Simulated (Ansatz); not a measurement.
**Ca under changes of volume**

One of the cells (44.721 Å³/atom); the others are scaled copies at fixed shape and fractional positions:

```
Ca
1.0
     3.98000    0.00000    0.00000
    -1.99000    3.44678    0.00000
     0.00000    0.00000    6.52000
Ca
2
Direct
  0.66667 0.33333 0.75000
  0.33333 0.66667 0.25000
```

This isn't the form of Ca at room conditions, which is fcc.

```yaml
Program: Ansatz 0.2.0
Functional: PBE
Potentials_or_basis: all-electron LAPW, scalar-relativistic
Cutoff: 85 eV (chosen from the basis error)
Basis_error_allowed: 0.0005 eV/atom
k_mesh: 8 × 8 × 4
Occupations: fermi-dirac, width 0.05 eV
Spin: no spin polarisation
```

```csv
volume (Å³/atom),energy over the lowest point (meV/atom),pressure (GPa)
42.038,0.00,0.2
42.932,?,?
43.827,2.39,-0.5
44.721,6.35,-0.8
45.616,11.94,-1.1
46.510,19.00,-1.4
47.405,27.40,-1.6
```

Task: What does the run at 42.932 Å³/atom give?

Result: Energy over the lowest point 0.20 meV/atom; pressure -0.2 GPa.

Worked out: A Birch-Murnaghan fit of order 3 (a polynomial in V^(-2/3)) to the other rows has its minimum at 42.39 Å³/atom with B0 = V·E''(V) = 17.7 GPa and B' = 3.6 at fixed shape and positions, which overstates the stiffness. It gives 0.21 meV/atom at 42.932 Å³/atom, against the run's 0.20, and -dE/dV = -0.2 GPa, against -0.2.

Energies are extrapolated to zero smearing.

Caveats: the cell was measured hot, at 723 K.
